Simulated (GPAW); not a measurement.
Set up this calculation in GPAW 26.7.0, as an ASE script.

- Task: band structure
- Functional: LDA
- Potentials or basis: the program's PAW data sets (release 1.2.1) made for this functional
- Cutoff: 800 eV
- Basis: pw
- k mesh: 8 × 8 × 7
- Occupations: fermi-dirac, width 0.05 eV
- Spin: no spin polarisation
- Maxiter: 150
- Band path: GMKGALHA,LM,KH
- Band points: 100

Crystal: TiO.

```xyz
2
Lattice="3.0310 0.0000 0.0000 -1.5155 2.6249 0.0000 0.0000 0.0000 3.2377" Properties=species:S:1:pos:R:3 pbc="T T T"
Ti    1.5155    0.8750    0.0000
O     0.0000    0.0000    1.6188
```

One way to write it, as run:

run.py

```python
from ase import Atoms
from ase.dft.bandgap import bandgap
from ase.io import write
from ase.units import GPa
from gpaw import GPAW, PW

atoms = Atoms(['Ti', 'O'],
              cell=[[3.031, 0.0, 0.0],
                    [-1.5155, 2.6249229989, 0.0],
                    [0.0, 0.0, 3.2377]],
              scaled_positions=[[0.6666666667, 0.3333333333, 0.0],
                                [0.0, 0.0, 0.5]],
              pbc=True)

calc = GPAW(mode=PW(800),
            xc='LDA',
            kpts={'size': (8, 8, 7), 'gamma': True},
            occupations={'name': 'fermi-dirac', 'width': 0.05},
            nbands=19,
            convergence={'density': 1e-05, 'energy': 1e-05},
            maxiter=150,
            txt='gpaw.txt')
atoms.calc = calc
energy = atoms.get_potential_energy()
forces = atoms.get_forces()
stress = atoms.get_stress()
calc.write('gs.gpw')
write('result.traj', atoms)
print(f'Energy: {energy:.6f} eV')
print('Forces (eV/A):')
print(forces.round(4))
print('Stress (GPa):', (stress / GPa).round(3))
print('Fermi level:', round(calc.get_fermi_level(), 4), 'eV')
print(f'Gap: {bandgap(calc)[0]:.4f} eV, direct: {bandgap(calc, direct=True)[0]:.4f} eV')

path = atoms.cell.bandpath('GMKGALHA,LM,KH', npoints=100, eps=1e-4)
bs_calc = calc.fixed_density(kpts=path, symmetry='off', nbands=28,
                             convergence={'bands': 'CBM+6.0', 'eigenstates': 1e-6}, txt='bands.txt')
bs = bs_calc.band_structure()
bs.write('bs.json')
print(f'Gap on the path: {bandgap(bs_calc)[0]:.4f} eV')
```

Potentials or basis: the program's PAW data sets (release 1.2.1) made for this functional, pw.

Run with:

```bash
$ OMP_NUM_THREADS=1 python run.py
```

It gave:

```
Pressure                : -45.0 GPa
Band gap along the path : none (metal or under the smearing width)
```

Caveat: a pressure of tens of GPa on the cell as given is suspect, and the run, the potentials or the cell itself is likely at fault; semilocal functionals often make such compounds metallic where correlation or magnetic order opens a gap, which also shifts bond lengths.

Run time: 39 s on 1 thread of Arm Neoverse V1, on a shared host, peak memory 0.27 GiB.
